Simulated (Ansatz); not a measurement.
Runs of Ansatz 0.2.0 on HfB2. The structure is hexagonal, space group P6/mmm (No. 191). Conventional cell: a = 3.140 Å, b = 3.140 Å, c = 3.480 Å, α = 90.00°, β = 90.00°, γ = 120.00°. Hf (site symmetry 6/mmm) has 12 B at 2.51 Å as nearest neighbours. B (site symmetry -6m2) has 3 B at 1.81 Å as nearest neighbours. 

```tsv
task	level	potentials or basis	spin	U	cell	k mesh	cutoff (eV)	smearing	start of the occupations	double counting	hubbard projectors	search for lower states	empty bands summed for spectra up to	basis error allowed	other keys	mesh quality	gap on the mesh (eV)	pressure (GPa)	moment (μB)	largest force (eV/Å)
density of states	revPBE+D4+U	all-electron LAPW, scalar-relativistic	collinear, random start	Hf d U = 7 eV	atoms moved at random, drawn with an rms of 0.02 Å	10 × 10 × 8	293	fermi-dirac 0.15 eV	low_spin	amf	ortho-atomic	off	-	0.001 eV/atom	-	not flagged	none	-6.1	0.00	0.47
relaxation of cell and atoms	LDA+U	all-electron LAPW, scalar-relativistic	non-collinear, ferromagnetic start	Hf d U = 4.5 eV	relaxed	8 × 8 × 6	-	fermi-dirac 0.1 eV	auto	fll	ortho-atomic	-	-	0.0005 eV/atom	-	coarse	none	0.0	0.00	-
projected density of states	PBEsol	all-electron LAPW, inner shells corrected to Dirac's equation	non-collinear, ferromagnetic start	-	as given	8 × 8 × 6	287	fermi-dirac 0.1 eV	-	-	-	-	-	0.001 eV/atom	-	coarse	-	-4.2	0.00	-
single point	PBE	all-electron LAPW, scalar-relativistic	off	-	as given	5 × 5 × 4	245	fermi-dirac 0.02 eV	-	-	-	-	-	0.003 eV/atom	-	coarse	none	(a)	-	-
relaxation of the atoms	PBEsol-PBE	all-electron LAPW, relativistic spinors	SOC, no magnetisation	-	atoms relaxed from: cell strained at random	8 × 8 × 6	-	fermi-dirac 0.01 eV	-	-	-	-	-	0.0005 eV/atom	hamiltonian.pseudopotentials.lapw.basis_error = 0.0005	not flagged	-	-4.5	-	0.02
optical spectrum	PBE+D3(BJ)+ATM+U	all-electron LAPW, non-relativistic	off	Hf d U = 4 eV	cell stretched	-	247	fermi-dirac 0.001 eV	auto	fll	ortho-atomic	-	14 eV	0.002 eV/atom	scf.occupations.method = fermi_dirac; scf.occupations.width = 0.001	not flagged	none	-	-	-
```

Task: Fill in the values left out.

Result: (a) 1.6.

Caveats: some runs use coarse meshes; U is the effective U less J, on atomic orbitals that reach past the spheres (some runs); the U is typed as a test and isn't derived for this compound (some runs); the starting moments weren't kept (some runs); pairwise dispersion overbinds metals, which lowers pressure and volume (some runs); the k mesh is thin for a metal, which can move the energy by tens of meV per atom (some runs); the typed start of the occupations wasn't kept (some runs); spin-orbit coupling is left out, which moves the levels of the heavy elements (some runs).

A k mesh can miss the band edges, and rows without SOC leave out spin-orbit coupling on Hf.

A gap of «none» marks a metal or a gap under the smearing width.

The runs don't all hold the same shells in valence.
